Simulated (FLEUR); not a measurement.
# BN (F-43m) in FLEUR: a series of runs

The runs below take BN through band structure, equation of state, with SCAN.

All numbers are computed with FLEUR MaX-R8.1 (later development tree); they aren't measurements. Logs are shortened: lines on timing, memory, paths and dates and some standing lists are left out, and cuts for length are marked.

**Experimental background.**

A printed reference work, monograph reports, for a bulk crystal of BN at 300 K: band gap 6.4 eV (indirect).

“Effect of nanostructuration on compressibility of cubic BN”, 2012, arxiv:1208.3664 quotes, for a bulk crystal of BN at 300 K: bulk modulus 395 ± 2 GPa.

The runs below are set against these values where they give the same quantity.

## (1) Starting point

Symmetry: F-43m, No. 216, cubic system. The conventional cell has a = 3.626 Å, b = 3.626 Å, c = 3.626 Å, α = 90.00°, β = 90.00°, γ = 90.00°. Around N (site symmetry -43m) lie 4 B at 1.57 Å. Around B (site symmetry -43m) lie 4 N at 1.57 Å.

The cell is a database's computed one.

## (2) Band structure, SCAN

Input file inp.xml:

```xml
<?xml version="1.0" encoding="UTF-8" standalone="no"?>
<fleurInput fleurInputVersion="0.39">
   <comment>
      BN                                                                                                  
   </comment>
   <calculationSetup>
      <cutoffs Kmax="5.26" Gmax="16.3" GmaxXC="16.3" numbands="0"/>
      <scfLoop itmax="60" minDistance="0.00001" maxIterBroyd="15" imix="Anderson" alpha="0.05" precondParam="0.0" spinf="2.0" sdNocoIR="T"/>
      <coreElectrons ctail="F" frcor="F" kcrel="0" coretail_lmax="0"/>
      <xcFunctional name="LibXC" relativisticCorrections="F">
         <LibXCName exchange="mgga_x_scan" correlation="mgga_c_scan"/>
         <AuxGGA exchange="117" correlation="130"/>
      </xcFunctional>
      <magnetism jspins="1"/>
      <soc l_soc="F" theta="0.0" phi="0.0" spav="F"/>
      <expertModes spex="0" secvar="F"/>
      <geometryOptimization l_f="F" forcealpha="1.0" forcemix="BFGS" epsdisp="0.00001" epsforce="0.00001"/>
      <ldaU l_linMix="F" mixParam="0.05" spinf="1.0"/>
   </calculationSetup>
   <cell>
      <bzIntegration valenceElectrons="8.0" mode="hist" fermiSmearingEnergy="0.00183747">
         <kPointListSelection listName="default-1"/>
[... 31 lines left out ...]
         <electronConfig flipSpins="F">
            <coreConfig>(1s1/2)</coreConfig>
            <valenceConfig>(2s1/2) (2p1/2) (2p3/2)</valenceConfig>
            <stateOccupation state="(2p1/2)" spinUp="0.166667" spinDown="0.166667"/>
            <stateOccupation state="(2p3/2)" spinUp="0.333333" spinDown="0.333333"/>
         </electronConfig>
         <energyParameters s="2" p="2" d="3" f="4"/>
         <lo type="SCLO" l="0" n="2" eDeriv="2"/>
         <lo type="SCLO" l="1" n="2" eDeriv="2"/>
         <lo type="SCLO" l="2" n="3" eDeriv="2"/>
      </species>
   </atomSpecies>
   <atomGroups>
      <atomGroup species="Nitrogen (N)">
         <relPos label="                   1">1.000/4.000 1.000/4.000 1.000/4.000</relPos>
         <force calculate="T" relaxXYZ="TTT"/>
      </atomGroup>
      <atomGroup species="Boron (B)">
         <relPos label="                   2">.0000000000 .0000000000 .0000000000</relPos>
         <force calculate="T" relaxXYZ="TTT"/>
      </atomGroup>
   </atomGroups>
   <output dos="F" band="F" slice="F">
      <checks vchk="F" cdinf="F"/>
      <bandDOS minEnergy="-.5*Htr" maxEnergy="0.5*Htr" sigma="0.015" storeEVData="T"/>
      <vacuumDOS vacdos="F" integ="F" star="F" nstars="0" locx1="0.0" locy1="0.0" locx2="0.0" locy2="0.0" nstm="0" tworkf="0.0"/>
      <unfoldingBand unfoldBand="F" supercellX="1" supercellY="1" supercellZ="1"/>
      <plotting iplot="0" polar="F">
         <plot TwoD="T" vec1="  1.0  0.0  0.0" vec2="  0.0  1.0  0.0" vec3="  0.0  0.0  1.0" zero="  0.0  0.0  0.0" file="plot"/>
      </plotting>
      <chargeDensitySlicing numkpt="0" minEigenval="0.0" maxEigenval="0.0" nnne="0" pallst="F"/>
      <specialOutput eonly="F"/>
      <moessbauerParams electricFieldGradient="T" isomerShift="T" coreHyperfine="T" valenceHyperfine="T"/>
      <magneticCircularDichroism mcd="F" energyLo="-10.0" energyUp="0.0"/>
   </output>
  <!-- We include the file relax.xml here to enable relaxations (see documentation) -->
  <xi:include xmlns:xi="http://www.w3.org/2001/XInclude" href="relax.xml"> <xi:fallback/> </xi:include>
</fleurInput>
```

Input file crystal.txt:

```
BN
&input cartesian=F /
0.0000000000  1.8130010000  1.8130010000
1.8130010000  0.0000000000  1.8130010000
1.8130010000  1.8130010000  0.0000000000
1.8897261246
1.0 1.0 1.0

2
7 0.2500000000  0.2500000000  0.2500000000
5 0.0000000000  0.0000000000  0.0000000000

&kpt div1=13 div2=13 div3=13 gamma=T /
```

Input file inp.xml (bands):

```
<?xml version="1.0" encoding="UTF-8" standalone="no"?>
<fleurInput fleurInputVersion="0.39">
   <comment>
      BN                                                                                                  
   </comment>
   <calculationSetup>
      <cutoffs Kmax="5.26" Gmax="16.3" GmaxXC="16.3" numbands="0"/>
      <scfLoop itmax="60" minDistance="0.00001" maxIterBroyd="15" imix="Anderson" alpha="0.05" precondParam="0.0" spinf="2.0" sdNocoIR="T"/>
      <coreElectrons ctail="F" frcor="F" kcrel="0" coretail_lmax="0"/>
      <xcFunctional name="LibXC" relativisticCorrections="F">
         <LibXCName exchange="mgga_x_scan" correlation="mgga_c_scan"/>
         <AuxGGA exchange="117" correlation="130"/>
      </xcFunctional>
      <magnetism jspins="1"/>
      <soc l_soc="F" theta="0.0" phi="0.0" spav="F"/>
      <expertModes spex="0" secvar="F"/>
      <geometryOptimization l_f="F" forcealpha="1.0" forcemix="BFGS" epsdisp="0.00001" epsforce="0.00001"/>
      <ldaU l_linMix="F" mixParam="0.05" spinf="1.0"/>
   </calculationSetup>
   <cell>
      <bzIntegration valenceElectrons="8.0" mode="hist" fermiSmearingEnergy="0.00183747">
         <kPointListSelection listName="path-1"/>
         <!-- k-points included here -->
[... 31 lines left out ...]
            <coreConfig>(1s1/2)</coreConfig>
            <valenceConfig>(2s1/2) (2p1/2) (2p3/2)</valenceConfig>
            <stateOccupation state="(2p1/2)" spinUp="0.166667" spinDown="0.166667"/>
            <stateOccupation state="(2p3/2)" spinUp="0.333333" spinDown="0.333333"/>
         </electronConfig>
         <energyParameters s="2" p="2" d="3" f="4"/>
         <lo type="SCLO" l="0" n="2" eDeriv="2"/>
         <lo type="SCLO" l="1" n="2" eDeriv="2"/>
         <lo type="SCLO" l="2" n="3" eDeriv="2"/>
      </species>
   </atomSpecies>
   <atomGroups>
      <atomGroup species="Nitrogen (N)">
         <relPos label="                   1">1.000/4.000 1.000/4.000 1.000/4.000</relPos>
         <force calculate="T" relaxXYZ="TTT"/>
      </atomGroup>
      <atomGroup species="Boron (B)">
         <relPos label="                   2">.0000000000 .0000000000 .0000000000</relPos>
         <force calculate="T" relaxXYZ="TTT"/>
      </atomGroup>
   </atomGroups>
   <output dos="F" band="T" slice="F">
      <checks vchk="F" cdinf="F"/>
      <bandDOS minEnergy="-.5*Htr" maxEnergy="0.5*Htr" sigma="0.015" storeEVData="T"/>
      <vacuumDOS vacdos="F" integ="F" star="F" nstars="0" locx1="0.0" locy1="0.0" locx2="0.0" locy2="0.0" nstm="0" tworkf="0.0"/>
      <unfoldingBand unfoldBand="F" supercellX="1" supercellY="1" supercellZ="1"/>
      <plotting iplot="0" polar="F">
         <plot TwoD="T" vec1="  1.0  0.0  0.0" vec2="  0.0  1.0  0.0" vec3="  0.0  0.0  1.0" zero="  0.0  0.0  0.0" file="plot"/>
      </plotting>
      <chargeDensitySlicing numkpt="0" minEigenval="0.0" maxEigenval="0.0" nnne="0" pallst="F"/>
      <specialOutput eonly="F"/>
      <moessbauerParams electricFieldGradient="T" isomerShift="T" coreHyperfine="T" valenceHyperfine="T"/>
      <magneticCircularDichroism mcd="F" energyLo="-10.0" energyUp="0.0"/>
   </output>
  <!-- We include the file relax.xml here to enable relaxations (see documentation) -->
  <xi:include xmlns:xi="http://www.w3.org/2001/XInclude" href="relax.xml"> <xi:fallback/> </xi:include>
</fleurInput>
```

Potentials or basis: all-electron, FLAPW.

The run is started by

```console
inpgen -f crystal.txt -profile fastHighL
# inp.xml edited to the form shown
fleur_MPI
fleur_MPI   # second run, on inp.xml (bands)
```

Standard output:

```text
Welcome to FLEUR        (www.flapw.de)
      MaX-Release 8.1          (www.max-centre.eu)
 func_ids         267         263         267         263
 MetaGGA potential functional detected - V_tau will be computed
 Auxiliary Potential for radial basis: exchange=         117  correlation=         130
The functional 'SCAN exchange of Sun, Ruzsinszky, and Perdew' is an exchange functional, it belongs to the 'MGGA' family and is defined in the reference(s):
[1] J. Sun, A. Ruzsinszky, and J. P. Perdew.,  Phys. Rev. Lett. 115, 036402 (2015)
The functional 'SCAN correlation of Sun, Ruzsinszky, and Perdew' is a correlation functional, it belongs to the 'MGGA' family and is defined in the reference(s):
[1] J. Sun, A. Ruzsinszky, and J. P. Perdew.,  Phys. Rev. Lett. 115, 036402 (2015)
 Using same functional for VXC and EXC

 ========== k-point set info ==========
 Selected k-point list: default-1
 k-point list type: mesh
 13 x 13 x 13
 Number of k points: 84

 ------------Calculation Setup---------------------------
 Number of MPI-tasks      :            1
 Number of PE/node        :            1
 Number of OMP-threads    :            1
 Most efficient MPI parallelization for:
           1           2           3           4           6           7          12          14          21          28          42          84
 Additional eigenvalue parallelization possible
 Number of basis functions:          234
 Approximate size of matrices (H+S) per k-point:         0.002 GB
 --------------------------------------------------------
The functional 'Hammer, Hansen, and Norskov' is an exchange functional, it belongs to the 'GGA' family and is defined in the reference(s):
[1] B. Hammer, L. B. Hansen, and J. K. Nørskov.,  Phys. Rev. B 59, 7413 (1999)
The functional 'Perdew, Burke & Ernzerhof' is a correlation functional, it belongs to the 'GGA' family and is defined in the reference(s):
[1] J. P. Perdew, K. Burke, and M. Ernzerhof.,  Phys. Rev. Lett. 77, 3865 (1996)
[2] J. P. Perdew, K. Burke, and M. Ernzerhof.,  Phys. Rev. Lett. 78, 1396 (1997)
 Using same functional for VXC and EXC
 Using auxiliary GGA potential for the first iteration of MetaGGA calculation.
Nuclear radius smaller than smallest radial mesh point for atom type 2 -- skipping its core isomer shift
Nuclear radius smaller than smallest radial mesh point for atom type 2 -- skipping its isomer shift
 Reset of history
 Reset of history
 Iteration:     1   Distance:      27.23937502 me/bohr^3
The functional 'Hammer, Hansen, and Norskov' is an exchange functional, it belongs to the 'GGA' family and is defined in the reference(s):
[1] B. Hammer, L. B. Hansen, and J. K. Nørskov.,  Phys. Rev. B 59, 7413 (1999)
The functional 'Perdew, Burke & Ernzerhof' is a correlation functional, it belongs to the 'GGA' family and is defined in the reference(s):
[1] J. P. Perdew, K. Burke, and M. Ernzerhof.,  Phys. Rev. Lett. 77, 3865 (1996)
[2] J. P. Perdew, K. Burke, and M. Ernzerhof.,  Phys. Rev. Lett. 78, 1396 (1997)
 Using same functional for VXC and EXC
Nuclear radius smaller than smallest radial mesh point for atom type 2 -- skipping its core isomer shift
Nuclear radius smaller than smallest radial mesh point for atom type 2 -- skipping its isomer shift
 Iteration:     2   Distance:      25.25284115 me/bohr^3
The functional 'Hammer, Hansen, and Norskov' is an exchange functional, it belongs to the 'GGA' family and is defined in the reference(s):
[1] B. Hammer, L. B. Hansen, and J. K. Nørskov.,  Phys. Rev. B 59, 7413 (1999)
The functional 'Perdew, Burke & Ernzerhof' is a correlation functional, it belongs to the 'GGA' family and is defined in the reference(s):
[1] J. P. Perdew, K. Burke, and M. Ernzerhof.,  Phys. Rev. Lett. 77, 3865 (1996)
[2] J. P. Perdew, K. Burke, and M. Ernzerhof.,  Phys. Rev. Lett. 78, 1396 (1997)
 Using same functional for VXC and EXC
Nuclear radius smaller than smallest radial mesh point for atom type 2 -- skipping its core isomer shift
Nuclear radius smaller than smallest radial mesh point for atom type 2 -- skipping its isomer shift
 Iteration:     3   Distance:      22.89889223 me/bohr^3
The functional 'Hammer, Hansen, and Norskov' is an exchange functional, it belongs to the 'GGA' family and is defined in the reference(s):
[1] B. Hammer, L. B. Hansen, and J. K. Nørskov.,  Phys. Rev. B 59, 7413 (1999)
The functional 'Perdew, Burke & Ernzerhof' is a correlation functional, it belongs to the 'GGA' family and is defined in the reference(s):
[1] J. P. Perdew, K. Burke, and M. Ernzerhof.,  Phys. Rev. Lett. 77, 3865 (1996)
[2] J. P. Perdew, K. Burke, and M. Ernzerhof.,  Phys. Rev. Lett. 78, 1396 (1997)
 Using same functional for VXC and EXC
Nuclear radius smaller than smallest radial mesh point for atom type 2 -- skipping its core isomer shift
Nuclear radius smaller than smallest radial mesh point for atom type 2 -- skipping its isomer shift
 Iteration:     4   Distance:       9.17959814 me/bohr^3
The functional 'Hammer, Hansen, and Norskov' is an exchange functional, it belongs to the 'GGA' family and is defined in the reference(s):
[1] B. Hammer, L. B. Hansen, and J. K. Nørskov.,  Phys. Rev. B 59, 7413 (1999)
The functional 'Perdew, Burke & Ernzerhof' is a correlation functional, it belongs to the 'GGA' family and is defined in the reference(s):
[1] J. P. Perdew, K. Burke, and M. Ernzerhof.,  Phys. Rev. Lett. 77, 3865 (1996)
[2] J. P. Perdew, K. Burke, and M. Ernzerhof.,  Phys. Rev. Lett. 78, 1396 (1997)
 Using same functional for VXC and EXC
Nuclear radius smaller than smallest radial mesh point for atom type 2 -- skipping its core isomer shift
Nuclear radius smaller than smallest radial mesh point for atom type 2 -- skipping its isomer shift
 Iteration:     5   Distance:       5.25215854 me/bohr^3
The functional 'Hammer, Hansen, and Norskov' is an exchange functional, it belongs to the 'GGA' family and is defined in the reference(s):
[1] B. Hammer, L. B. Hansen, and J. K. Nørskov.,  Phys. Rev. B 59, 7413 (1999)
The functional 'Perdew, Burke & Ernzerhof' is a correlation functional, it belongs to the 'GGA' family and is defined in the reference(s):
[1] J. P. Perdew, K. Burke, and M. Ernzerhof.,  Phys. Rev. Lett. 77, 3865 (1996)
[2] J. P. Perdew, K. Burke, and M. Ernzerhof.,  Phys. Rev. Lett. 78, 1396 (1997)
[... 81 lines left out ...]
 Using same functional for VXC and EXC
Nuclear radius smaller than smallest radial mesh point for atom type 2 -- skipping its core isomer shift
Nuclear radius smaller than smallest radial mesh point for atom type 2 -- skipping its isomer shift
 Iteration:    15   Distance:       0.00004018 me/bohr^3
The functional 'Hammer, Hansen, and Norskov' is an exchange functional, it belongs to the 'GGA' family and is defined in the reference(s):
[1] B. Hammer, L. B. Hansen, and J. K. Nørskov.,  Phys. Rev. B 59, 7413 (1999)
The functional 'Perdew, Burke & Ernzerhof' is a correlation functional, it belongs to the 'GGA' family and is defined in the reference(s):
[1] J. P. Perdew, K. Burke, and M. Ernzerhof.,  Phys. Rev. Lett. 77, 3865 (1996)
[2] J. P. Perdew, K. Burke, and M. Ernzerhof.,  Phys. Rev. Lett. 78, 1396 (1997)
 Using same functional for VXC and EXC
Nuclear radius smaller than smallest radial mesh point for atom type 2 -- skipping its core isomer shift
Nuclear radius smaller than smallest radial mesh point for atom type 2 -- skipping its isomer shift
 Iteration:    16   Distance:       0.00001393 me/bohr^3
The functional 'Hammer, Hansen, and Norskov' is an exchange functional, it belongs to the 'GGA' family and is defined in the reference(s):
[1] B. Hammer, L. B. Hansen, and J. K. Nørskov.,  Phys. Rev. B 59, 7413 (1999)
The functional 'Perdew, Burke & Ernzerhof' is a correlation functional, it belongs to the 'GGA' family and is defined in the reference(s):
[1] J. P. Perdew, K. Burke, and M. Ernzerhof.,  Phys. Rev. Lett. 77, 3865 (1996)
[2] J. P. Perdew, K. Burke, and M. Ernzerhof.,  Phys. Rev. Lett. 78, 1396 (1997)
 Using same functional for VXC and EXC
Nuclear radius smaller than smallest radial mesh point for atom type 2 -- skipping its core isomer shift
Nuclear radius smaller than smallest radial mesh point for atom type 2 -- skipping its isomer shift
 Iteration:    17   Distance:       0.00001239 me/bohr^3
The functional 'Hammer, Hansen, and Norskov' is an exchange functional, it belongs to the 'GGA' family and is defined in the reference(s):
[1] B. Hammer, L. B. Hansen, and J. K. Nørskov.,  Phys. Rev. B 59, 7413 (1999)
The functional 'Perdew, Burke & Ernzerhof' is a correlation functional, it belongs to the 'GGA' family and is defined in the reference(s):
[1] J. P. Perdew, K. Burke, and M. Ernzerhof.,  Phys. Rev. Lett. 77, 3865 (1996)
[2] J. P. Perdew, K. Burke, and M. Ernzerhof.,  Phys. Rev. Lett. 78, 1396 (1997)
 Using same functional for VXC and EXC
Nuclear radius smaller than smallest radial mesh point for atom type 2 -- skipping its core isomer shift
Nuclear radius smaller than smallest radial mesh point for atom type 2 -- skipping its isomer shift
 Iteration:    18   Distance:       0.00000212 me/bohr^3

 ********************************************************************
 Run finished successfully
 Stop message:
   all done
 ********************************************************************
```

Run time: 33 s. Hardware: 1 thread of Arm Neoverse V2, shared host; peak memory 0.06 GiB.

What came out:

| Quantity | Value |
| --- | --- |
| Free energy | -2170.7320 eV |
| Band gap on the k mesh | 5.04 eV, indirect (least direct gap 9.44 eV) |
| Band gap along the path | 4.96 eV, indirect (least direct gap 9.44 eV) |
| Valence electrons inside the program's atomic spheres | N 3.38; B 1.08 (radii N 1.37, B 1.37 bohr) |

Levels at the corners of the path, in eV from the valence-band top:
| point | band 1 | band 2 | band 3 | band 4 | band 5 | band 6 | band 7 |
| --- | --- | --- | --- | --- | --- | --- | --- |
| Γ | -21.19 | 0.00 | 0.00 | 0.00 | 9.44 | 9.44 | 9.44 |
| X | -15.56 | -9.24 | -5.05 | -5.05 | 4.96 | 9.80 | 19.04 |
| W | -15.28 | -7.92 | -7.12 | -6.61 | 10.29 | 14.08 | 15.39 |
| K | -15.50 | -8.45 | -7.81 | -4.20 | 7.47 | 13.61 | 16.79 |
| Γ | -21.19 | 0.00 | 0.00 | 0.00 | 9.44 | 9.44 | 9.44 |
| L | -16.96 | -10.98 | -2.00 | -2.00 | 10.66 | 11.39 | 11.39 |
| U | -15.50 | -8.45 | -7.81 | -4.20 | 7.47 | 13.61 | 16.79 |
| W | -15.28 | -7.92 | -7.12 | -6.61 | 10.29 | 14.08 | 15.39 |
| L | -16.96 | -10.98 | -2.00 | -2.00 | 10.66 | 11.39 | 11.39 |
| K | -15.50 | -8.45 | -7.81 | -4.20 | 7.47 | 13.61 | 16.79 |
| U | -15.50 | -8.45 | -7.81 | -4.20 | 7.47 | 13.61 | 16.79 |
| X | -15.56 | -9.24 | -5.05 | -5.05 | 4.96 | 9.80 | 19.04 |

Core levels (eV from the Fermi level):
```csv
atom,levels
1 N,1s1/2 -375.1
2 B,1s1/2 -172.9
```

Caveat: the meta-GGA is that of a development version, with a GGA for the radial functions and cores and without core tails.

[end of part 1 of 2]
